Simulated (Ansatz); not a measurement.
# WC, one cell by several methods

```
CELL_PARAMETERS angstrom
2.90050 0.02175 0.00000
-1.43141 2.50103 0.00000
0.00000 0.00000 2.82900
ATOMIC_POSITIONS crystal
W 0.00000 0.00000 0.00000
C 0.66667 0.33333 0.50000
```

Atom numbers follow the list: W1, C2.

The geometry is COD entry 2102244, unchecked; take it as a test cell. The listed cell was then made from it by scaling, straining or moving an atom.

No spin–orbit coupling, which matters for the heavy atoms here.

All numbers are computed: DFT, PBE, PAW with Ansatz's default frozen-core files, scalar-relativistic (Ansatz 0.2.0); DFT, PBE, all-electron LAPW, scalar-relativistic (Ansatz 0.2.0).

For PAW: a Γ-centred 13×13×12 k mesh, Fermi–Dirac smearing of 0.05 eV, cutoff 420 eV, no spin polarisation. LAPW targets a basis error of 1 meV/atom. The Ansatz runs share mesh, smearing and spin set-up. Plane-wave (PAW) pressures include the program's estimate of the Pulay term.

Stress and pressure are positive in compression.

The change that made this cell: xy engineering shear strain of +1.5 %.

```json
{"quantity": "pressure (GPa)", "PAW": "8.47", "LAPW": "8.55"}
{"quantity": "stress xx (GPa)", "PAW": "8.41", "LAPW": "8.50"}
{"quantity": "stress zz (GPa)", "PAW": "8.56", "LAPW": "8.65"}
{"quantity": "stress xy (GPa)", "PAW": "-3.72", "LAPW": "-3.72"}
{"quantity": "force on W1, x (eV/Å)", "PAW": "0.090", "LAPW": "0.090"}
{"quantity": "force on C2, x (eV/Å)", "PAW": "-0.090", "LAPW": "-0.090"}
```

PAW's pressure differs from the LAPW value by -0.08 GPa.
